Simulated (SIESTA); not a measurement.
Runs of SIESTA 5.4.2 on MnO. The structure is cubic, space group Fm-3m (No. 225). The conventional cell has a = 4.448 Å, b = 4.448 Å, c = 4.448 Å, α = 90.00°, β = 90.00°, γ = 90.00°. Mn (site symmetry m-3m) is surrounded by 6 O at 2.22 Å. O (site symmetry m-3m) has 6 Mn at 2.22 Å as nearest neighbours. The cell is a database's computed one.

```csv
potentials or basis,spin,k mesh,gap on the mesh (eV),pressure (GPa),moment (μB)
"PseudoDojo 0.4 standard (PBE files), TZDP (energy shift 0.003 Ry; two zetas on semicore shells)","collinear, ferromagnetic start",7 × 7 × 7,none,0.7,4.81
"PseudoDojo 0.4 standard (PBE files), DZP (energy shift 0.003 Ry; two zetas on semicore shells)","collinear, zero start",10 × 10 × 10,none,-33.8,0.00
"PseudoDojo 0.4 standard (PBE files), DZP (energy shift 0.003 Ry; two zetas on semicore shells)","collinear, fm_larger start",10 × 10 × 10,none,1.5,4.83
"PseudoDojo 0.4 standard (PBE files), DZP (energy shift 0.003 Ry; two zetas on semicore shells)","collinear, ferromagnetic start",10 × 10 × 10,none,1.5,4.83
"PseudoDojo 0.4 standard (PBE files), SZP (energy shift 0.003 Ry)","collinear, ferromagnetic start",7 × 7 × 7,none,3.7,(a)
```

Alike in all rows: task single point; level PBE; cell as given; smearing fermi-dirac 0.05 eV; grid cutoff 800 Ry; energy shift 0.003 Ry.

Question: Fill in the values left out.

Answer: (a) 4.74.

Caveats: short orbitals over semicore shells can move pressures by several GPa; the basis of atomic orbitals isn't converged, which shifts pressures, moduli and gaps; semilocal functionals often make such compounds metallic where correlation or magnetic order opens a gap, which also shifts bond lengths; a cell with one magnetic atom can't hold antiferromagnetic order, which such compounds often take (some runs); a pressure of tens of GPa on the cell as given is suspect, and the run, the potentials or the cell itself is likely at fault (some runs).

A gap of «none» marks a metal or a gap under the smearing width.
